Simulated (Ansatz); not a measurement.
# CsH: from a first guess to the relaxed zincblende type

First guess:

```yaml
crystal:
  lattice:
    - [0.00000, 2.83893, 2.83893]
    - [2.83893, 0.00000, 2.83893]
    - [2.83893, 2.83893, 0.00000]
  atoms:
    - { symbol: Cs, position: [0.00000, 0.00000, 0.00000] }
    - { symbol: H, position: [0.25000, 0.25000, 0.25000] }
```

The calculation used Ansatz 0.2.0, DFT, PBE, PAW with Ansatz's default frozen-core files, scalar-relativistic.

Cell and atoms relax within the symmetry of the start on a 11×11×11 k mesh with 0.05 eV Fermi–Dirac smearing.

The start is built from a prototype, known or not as a phase of this compound; the cutoff is 420 eV.

No spin–orbit coupling, which matters for the heavy atoms here.

Question: What is the pressure of the first guess?

Answer: 11.52 GPa.

Question: What does it relax to?

Answer: a = 7.000 Å, b = 7.000 Å, c = 7.000 Å, α = 90.00°, β = 90.00°, γ = 90.00° (conventional cell), 42.87 Å³ per atom:
```cif
data_structure
_symmetry_space_group_name_H-M 'F-43m'
_symmetry_Int_Tables_number 216
_cell_length_a 6.9996
_cell_length_b 6.9996
_cell_length_c 6.9996
_cell_angle_alpha 90.000
_cell_angle_beta 90.000
_cell_angle_gamma 90.000
_cell_volume 342.94
loop_
_atom_site_label
_atom_site_type_symbol
_atom_site_symmetry_multiplicity
_atom_site_Wyckoff_symbol
_atom_site_fract_x
_atom_site_fract_y
_atom_site_fract_z
_atom_site_occupancy
Cs1 Cs 4 a 0.00000 0.00000 0.00000 1
H1 H 4 d 0.25000 0.25000 0.75000 1
```

Question: How much energy does the relaxation release?

Answer: 456 meV/atom.
